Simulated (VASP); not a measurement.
# CdS (Greenockite) (P6_3mc) in VASP: notebook

The runs below take CdS (Greenockite) through single point, with PBE.

All numbers are computed with VASP 6.6.1; they aren't measurements. Logs are shortened: lines on timing, memory, paths and dates and some standing lists are left out, and cuts for length are marked.

## 1. Starting point

It takes space group P6_3mc (No. 186, hexagonal). Conventional cell: a = 4.150 Å, b = 4.150 Å, c = 6.737 Å, α = 90.00°, β = 90.00°, γ = 120.00°. Around Cd (site symmetry 3m) lie 4 S at 2.53 to 2.54 Å. Around S (site symmetry 3m) lie 4 Cd at 2.53 to 2.54 Å.

## 2. Single point, PBE, spin-orbit coupling, no magnetisation

The input, INCAR:

```
ALGO = Normal
EDIFF = 1E-7
ENCUT = 250
GGA = PE
GGA_COMPAT = False
ISIF = 2
ISMEAR = 0
LASPH = True
LCHARG = False
LORBIT = 11
LREAL = False
LSORBIT = True
LWAVE = False
MAGMOM = 0 0 0 0 0 0 0 0 0 0 0 0
NBANDS = 52
NELM = 100
PREC = Accurate
SIGMA = 0.02
```

The input, KPOINTS:

```
k-points
0
Gamma
  8 8 4
```

The input, POSCAR:

```
CdS
1.0
    4.1500000000      0.0000000000      0.0000000000
   -2.0750000000      3.5940054257      0.0000000000
    0.0000000000      0.0000000000      6.7370000000
Cd S
2 2
Direct
    0.6666666667      0.3333333333      0.5000000000
    0.3333333333      0.6666666667      0.0000000000
    0.6666666667      0.3333333333      0.8750000000
    0.3333333333      0.6666666667      0.3750000000
```

Potentials or basis: VASP PAW PBE potentials, release 64 (Cd, S).

Run with:

```sh
> cat potpaw_PBE.64/Cd/POTCAR potpaw_PBE.64/S/POTCAR > POTCAR
> mpirun -np 1 vasp_ncl > vasp.out
```

OUTCAR:

```text
EDIFF = 1E-7
   ENCUT = 250
   GGA = PE
   ISIF = 2
   ISMEAR = 0
   LASPH = True
   LORBIT = 11
   LREAL = False
   LSORBIT = True
   NELM = 100
   PREC = Accurate

 Found     40 irreducible k-points:

 Following reciprocal coordinates:
            Coordinates               Weight
  0.000000  0.000000  0.000000      1.000000
  0.125000 -0.000000  0.000000      6.000000
  0.250000 -0.000000  0.000000      6.000000
  0.375000 -0.000000  0.000000      6.000000
  0.500000 -0.000000  0.000000      3.000000
  0.125000  0.125000  0.000000      6.000000
   k-points           NKPTS =     40   k-points in BZ     NKDIM =     40   number of bands    NBANDS=     52
   number of dos      NEDOS =    301   number of ions     NIONS =      4
   total plane-waves  NPLWV =  20736
   dimension x,y,z NGX =    24 NGY =   24 NGZ =   36
   dimension x,y,z NGXF=    48 NGYF=   48 NGZF=   72
   ions per type =               2   2
   NGX,Y,Z   is equivalent  to a cutoff of   9.61,  9.61,  8.88 a.u.
   NGXF,Y,Z  is equivalent  to a cutoff of  19.23, 19.23, 17.77 a.u.
 SYSTEM =  unknown system
   PREC   = accura    normal or accurate (medium, high low for compatibility)
   ISTART =      0    job   : 0-new  1-cont  2-samecut
   ICHARG =      2    charge: 1-file 2-atom 10-const
   ISPIN  =      1    spin polarized calculation?
   LNONCOLLINEAR =      T non collinear calculations
   LSORBIT =      T    spin-orbit coupling
   LASPH  =      T    aspherical Exc in radial PAW
   ENCUT  =  250.0 eV  18.37 Ry    4.29 a.u.   5.35  5.35  8.69*2*pi/ulx,y,z
   NELM   =    100;   NELMIN=  2; NELMDL= -5     # of ELM steps
   EDIFF  = 0.1E-06   stopping-criterion for ELM
   LREAL  =      F    real-space projection
   EDIFFG = 0.1E-05   stopping-criterion for IOM
   NSW    =      0    number of steps for IOM
   IBRION =     -1    ionic relax: 0-MD 1-quasi-New 2-CG
   NFREE  =      0    steps in history (QN), initial steepest desc. (CG)
   ISIF   =      2    stress and relaxation
   ISYM   =      2    0-nonsym 1-usesym 2-fastsym
   POTIM  = 0.5000    time-step for ionic-motion
   TEBEG  =    0.0;   TEEND  =   0.0 temperature during run
   PSTRESS=    0.0 pullay stress
   NELECT =      36.0000    total number of electrons
   NUPDOWN=      -1.0000    fix difference up-down
   EMIN   =  10.00;   EMAX   =-10.00  energy-range for DOS
   EFERMI =   0.00;   METHOD = LEGACY
   ISMEAR =     0;   SIGMA  =   0.02  broadening in eV -4-tet -1-fermi 0-gaus
   EFERMI_NEDOS =   21; number of points for ismear=-14 and -15
   IALGO  =     38    algorithm
   IMIX   =      4    mixing-type and parameters
     AMIX     =   0.40;   BMIX     =  1.00
     AMIX_MAG =   1.60;   BMIX_MAG =  1.00
  volume/ion in A,a.u.               =      25.12       169.52
  Fermi-wavevector in a.u.,A,eV,Ry     =   1.162727  2.197236 18.394190  1.351935
  Thomas-Fermi vector in A             =   2.299285
   LORBIT       =     11    0 simple, 1 ext, 2 COOP (PROOUT), +10 PAW based schemes
   GGA     = PE    functional components
   LHFCALC =     F    Hartree Fock is set to
   AEXX    =    0.0000 exact exchange contribution
   IVDW    =     0    specifies the selected vdW correction
   LEPSILON=     F    determine dielectric tensor
   LRPA    =     F    only Hartree local field effects (RPA)
 Gauss-broadening in eV      SIGMA  =   0.02
  energy-cutoff  :      250.00
  volume of cell :      100.48
 maximum number of plane-waves:      1846
 NGX is ok and might be reduce to    24
   NGX = 11   NGY = 11   NGZ = 17

 number of electron      36.0000085 magnetization       0.0000000      0.0000000      0.0000000

 number of electron      36.0000085 magnetization       0.0000000     -0.0000000      0.0000000

 number of electron      36.0000085 magnetization       0.0000000     -0.0000000     -0.0000000

 Free energy of the ion-electron system (eV)
  ---------------------------------------------------
  ext. energy  EPLUGINS =         0.00000000
  ---------------------------------------------------
  free energy    TOTEN  =       -12.25152557 eV

  energy without entropy =      -12.25152557  energy(sigma->0) =      -12.25152557

 E-fermi :   1.3645     XC(G=0):  -9.0858

 val. band max:        1.2217721949   @ k =   0.0000   0.0000   0.0000
 cond. band min:       2.3979164345   @ k =   0.0000   0.0000   0.0000
 fundamental gap:      1.1761442397
 Fermi energy:         1.3644595835

 k-point     1 :       0.0000    0.0000    0.0000
  band No.  band energies     occupation
      1     -11.0977      1.00000
      2     -11.0977      1.00000
      3     -10.6774      1.00000
      4     -10.6774      1.00000
      5      -6.7752      1.00000
      6      -6.7752      1.00000
[... 295 lines left out ...]
     47       8.4306      0.00000
     48       8.4525      0.00000

 [... further k-points ...]

 [bands above 48 left out]

------------------------ aborting loop because EDIFF is reached ----------------------------------------

  FORCE on cell =-STRESS in cart. coord.  units (eV):
  Direction    XX          YY          ZZ          XY          YZ          ZX
  --------------------------------------------------------------------------------------
  -------------------------------------------------------------------------------------
  Total       -2.3898680     -2.3898680     -1.9568747      0.0000000      0.0000000      0.0000000
  in kB      -38.1058034    -38.1058034    -31.2018414      0.0000000      0.0000000      0.0000000
  external PRESSURE =     -35.8044827 kB  Pullay stress =       0.0000000 kB

 VOLUME and BASIS-vectors are now :
 -----------------------------------------------------------------------------
  energy-cutoff  :      250.00
  volume of cell :      100.48
      direct lattice vectors                 reciprocal lattice vectors
     4.150000000  0.000000000  0.000000000     0.240963855  0.139120547  0.000000000
    -2.075000000  3.594005426  0.000000000     0.000000000  0.278241094  0.000000000
     0.000000000  0.000000000  6.737000000     0.000000000  0.000000000  0.148434021

 POSITION                                       TOTAL-FORCE (eV/Angst)
 -----------------------------------------------------------------------------------
      2.07500      1.19800      3.36850         0.000000     -0.000000     -0.067559
     -0.00000      2.39600      0.00000         0.000000      0.000000     -0.067559
      2.07500      1.19800      5.89487         0.000000     -0.000000      0.067559
     -0.00000      2.39600      2.52637        -0.000000      0.000000      0.067559
 -----------------------------------------------------------------------------------
    total drift:                               -0.000000      0.000000     -0.000568

  FREE ENERGIE OF THE ION-ELECTRON SYSTEM (eV)
  ---------------------------------------------------
  free  energy   TOTEN  =       -12.2515255740 eV

  energy  without entropy=      -12.2515255740  energy(sigma->0) =      -12.25152557

 Spin-Orbit-Coupling matrix elements

 Ion:    1  E_soc:     -0.0523836
 l=   1
     0.0000000    -0.0024373    -0.0024269
    -0.0024373     0.0000000    -0.0024373
    -0.0024269    -0.0024373     0.0000000
 l=   2
     0.0000000    -0.0012523     0.0000000    -0.0012523    -0.0050554
    -0.0012523     0.0000000    -0.0037926    -0.0012407    -0.0012523
     0.0000000    -0.0037926     0.0000000    -0.0037926     0.0000000
    -0.0012523    -0.0012407    -0.0037926     0.0000000    -0.0012523
    -0.0050554    -0.0012523     0.0000000    -0.0012523     0.0000000
 l=   3
     0.0000000     0.0000000     0.0000000     0.0000000     0.0000000     0.0000000     0.0000000
     0.0000000     0.0000000     0.0000000     0.0000000     0.0000000     0.0000000     0.0000000
     0.0000000     0.0000000     0.0000000     0.0000000     0.0000000     0.0000000     0.0000000
     0.0000000     0.0000000     0.0000000     0.0000000     0.0000000     0.0000000     0.0000000
     0.0000000     0.0000000     0.0000000     0.0000000     0.0000000     0.0000000     0.0000000
     0.0000000     0.0000000     0.0000000     0.0000000     0.0000000     0.0000000     0.0000000
     0.0000000     0.0000000     0.0000000     0.0000000     0.0000000     0.0000000     0.0000000

 Ion:    2  E_soc:     -0.0523836
 l=   1
     0.0000000    -0.0024373    -0.0024269
    -0.0024373     0.0000000    -0.0024373
    -0.0024269    -0.0024373     0.0000000
 l=   2
     0.0000000    -0.0012523     0.0000000    -0.0012523    -0.0050554
    -0.0012523     0.0000000    -0.0037926    -0.0012407    -0.0012523
     0.0000000    -0.0037926     0.0000000    -0.0037926     0.0000000
    -0.0012523    -0.0012407    -0.0037926     0.0000000    -0.0012523
    -0.0050554    -0.0012523     0.0000000    -0.0012523     0.0000000
 l=   3
     0.0000000     0.0000000     0.0000000     0.0000000     0.0000000     0.0000000     0.0000000
     0.0000000     0.0000000     0.0000000     0.0000000     0.0000000     0.0000000     0.0000000
     0.0000000     0.0000000     0.0000000     0.0000000     0.0000000     0.0000000     0.0000000
     0.0000000     0.0000000     0.0000000     0.0000000     0.0000000     0.0000000     0.0000000
     0.0000000     0.0000000     0.0000000     0.0000000     0.0000000     0.0000000     0.0000000
     0.0000000     0.0000000     0.0000000     0.0000000     0.0000000     0.0000000     0.0000000
     0.0000000     0.0000000     0.0000000     0.0000000     0.0000000     0.0000000     0.0000000
[... 21 lines left out ...]
 Ion:    4  E_soc:     -0.0020719
 l=   1
     0.0000000    -0.0003435    -0.0003489
    -0.0003435     0.0000000    -0.0003435
    -0.0003489    -0.0003435     0.0000000
 l=   2
     0.0000000     0.0000000     0.0000000     0.0000000     0.0000000
     0.0000000     0.0000000     0.0000000     0.0000000     0.0000000
     0.0000000     0.0000000     0.0000000     0.0000000     0.0000000
     0.0000000     0.0000000     0.0000000     0.0000000     0.0000000
     0.0000000     0.0000000     0.0000000     0.0000000     0.0000000
 l=   3
     0.0000000     0.0000000     0.0000000     0.0000000     0.0000000     0.0000000     0.0000000
     0.0000000     0.0000000     0.0000000     0.0000000     0.0000000     0.0000000     0.0000000
     0.0000000     0.0000000     0.0000000     0.0000000     0.0000000     0.0000000     0.0000000
     0.0000000     0.0000000     0.0000000     0.0000000     0.0000000     0.0000000     0.0000000
     0.0000000     0.0000000     0.0000000     0.0000000     0.0000000     0.0000000     0.0000000
     0.0000000     0.0000000     0.0000000     0.0000000     0.0000000     0.0000000     0.0000000
     0.0000000     0.0000000     0.0000000     0.0000000     0.0000000     0.0000000     0.0000000

 total charge

# of ion       s       p       d       tot
------------------------------------------
    1        0.423   0.320   9.586  10.329
    2        0.423   0.320   9.586  10.329
    3        1.325   2.426   0.000   3.751
    4        1.325   2.426   0.000   3.751
--------------------------------------------------
tot          3.497   5.492  19.172  28.161

 magnetization (x)

# of ion       s       p       d       tot
------------------------------------------
    1        0.000   0.000   0.000   0.000
    2       -0.000  -0.000   0.000  -0.000
    3        0.000   0.000   0.000   0.000
    4        0.000   0.000   0.000   0.000
--------------------------------------------------
tot         -0.000  -0.000   0.000  -0.000

 magnetization (y)

# of ion       s       p       d       tot
------------------------------------------
    1        0.000   0.000  -0.000   0.000
    2        0.000   0.000   0.000   0.000
    3        0.000   0.000   0.000   0.000
    4        0.000   0.000   0.000   0.000
--------------------------------------------------
tot          0.000   0.000  -0.000   0.000

 magnetization (z)

# of ion       s       p       d       tot
------------------------------------------
    1       -0.000  -0.000   0.000  -0.000
    2       -0.000  -0.000   0.000  -0.000
    3       -0.000   0.000   0.000  -0.000
    4       -0.000   0.000   0.000  -0.000
--------------------------------------------------
tot         -0.000  -0.000   0.000  -0.000
```

Wall time 95 s (1 thread of Intel Xeon Platinum 8488C (Sapphire Rapids), shared host); peak memory 0.29 GiB.

The run converged, but a check on its numbers failed (symmetry, net force, bounds or a known fault of this set-up), so they aren't taken as properties of the crystal.

Caveat: the cutoff lies under the usual one of these potentials, so the numbers hold a large basis-set error.

## 3. Single point, PBE, spin-orbit coupling, no magnetisation

INCAR, as its differences from that of step 2:

```diff
@@ -2,3 +2,3 @@
 EDIFF = 1E-7
-ENCUT = 250
+ENCUT = 600
 GGA = PE
```

The input, KPOINTS:

```
k-points
0
Gamma
  5 5 3
```

POSCAR is that of step 2.

Potentials or basis: VASP PAW PBE potentials, release 64 (Cd, S).

Run with:

```sh
> cat potpaw_PBE.64/Cd/POTCAR potpaw_PBE.64/S/POTCAR > POTCAR
> mpirun -np 1 vasp_ncl > vasp.out
```

Wall time 2.5 min (1 thread of Intel Xeon Platinum 8488C (Sapphire Rapids), shared host); peak memory 0.56 GiB.

These settings aren't checked as converged: the numbers below hold their error.

What came out:

```
Free energy                                           : -12.3169 eV
Pressure                                              : 2.4 GPa
Largest force                                         : 0.066 eV/Å
Valence electrons inside the program's atomic spheres : Cd 10.31; S 3.72
```

[end of part 1 of 2]
